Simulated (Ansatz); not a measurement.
ZnCu2SnS4:

```
Sn Zn Cu S
1.0
    -2.71710    2.71710    5.42480
     2.71710   -2.71710    5.42480
     2.71710    2.71710   -5.42480
Sn Zn Cu S
1 1 2 4
Direct
  0.50000 0.50000 0.00000
  0.25000 0.75000 0.50000
  0.75000 0.25000 0.50000
  0.00000 0.00000 0.00000
  0.62799 0.62839 0.51280
  0.88481 0.37201 0.00040
  0.11559 0.11519 0.48720
  0.37161 0.88441 0.99960
```

Base run:

- Program: Ansatz 0.2.0
- Functional: LDA
- Potentials or basis: Ansatz PAW
- Cutoff: 420 eV (not typed: the program's choice for these potentials)
- k mesh: 7 × 7 × 7
- Occupations: fermi-dirac, width 0.05 eV
- Spin: no spin polarisation

Its results: band gap on the k mesh 0.18 eV, direct; pressure -4.1 GPa; largest force 0.685 eV/Å.

Task: The run is repeated on the same cell with these changes: functional from LDA to PBE. What comes out?

Result: Band gap on the k mesh 0.29 eV, direct; pressure 2.1 GPa; largest force 0.616 eV/Å.

PBE binds less tightly than LDA, so the same cell stands under more pressure.

Caveats: spin-orbit coupling is left out, which moves the levels of the heavy elements; the PAW data sets come from PBE, with cores solved anew for the run's functional, which leaves a small shift of forces and pressure (some runs).
